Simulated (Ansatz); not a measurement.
Crystal: Sb.

```xyz
1
Lattice="-1.5765 1.5765 2.7119 1.5765 -1.5765 2.7119 1.5765 1.5765 -2.7119" Properties=species:S:1:pos:R:3 pbc="T T T"
Sb    0.0000    0.0000    0.0000
```

This isn't the form of Sb at room conditions, which is rhombohedral.

- Program: Ansatz 0.2.0
- Task: relaxation of cell and atoms
- Functional: RPBE
- Potentials or basis: Ansatz PAW
- Cutoff: 420 eV (not typed: the program's choice for these potentials)
- k mesh: 12 × 12 × 12
- Occupations: fermi-dirac, width 0.05 eV
- Spin: no spin polarisation

At the start: volume 26.96 Å³/atom.

Q: How do energy, volume and symmetry change on relaxing?

A: It ends after 8 steps and the volume is 28.23 Å³/atom (+4.7 %); space group I4/mmm (No. 139, to 0.05 Å).

The path:
| step | energy change (eV) | largest force (eV/Å) | volume (Å³) |
| --- | --- | --- | --- |
| 1 | 0.0000 | 0.0000 | 26.96 |
| 2 | -0.0113 | 0.0000 | 28.87 |
| 3 | -0.0132 | 0.0000 | 28.39 |
| 4 | -0.0135 | 0.0000 | 28.29 |
| 5 | -0.0140 | 0.0000 | 28.21 |
| 6 | -0.0145 | 0.0000 | 28.25 |
| 7 | -0.0145 | 0.0000 | 28.23 |
| 8 | -0.0147 | 0.0000 | 28.23 |

Final structure:
```cif
data_structure
_symmetry_space_group_name_H-M 'P 1'
_symmetry_Int_Tables_number 1
_cell_length_a 3.5272
_cell_length_b 3.5272
_cell_length_c 3.5272
_cell_angle_alpha 125.187
_cell_angle_beta 125.187
_cell_angle_gamma 81.229
_cell_volume 28.23
loop_
_atom_site_label
_atom_site_type_symbol
_atom_site_fract_x
_atom_site_fract_y
_atom_site_fract_z
_atom_site_occupancy
Sb1 Sb 0.00000 0.00000 0.00000 1
```

Caveat: the plane-wave basis is chosen anew once the cell has moved, so the energies of steps on either side of that aren't comparable; the PAW data sets come from PBE, with cores solved anew for the run's functional, which leaves a small shift of forces and pressure.
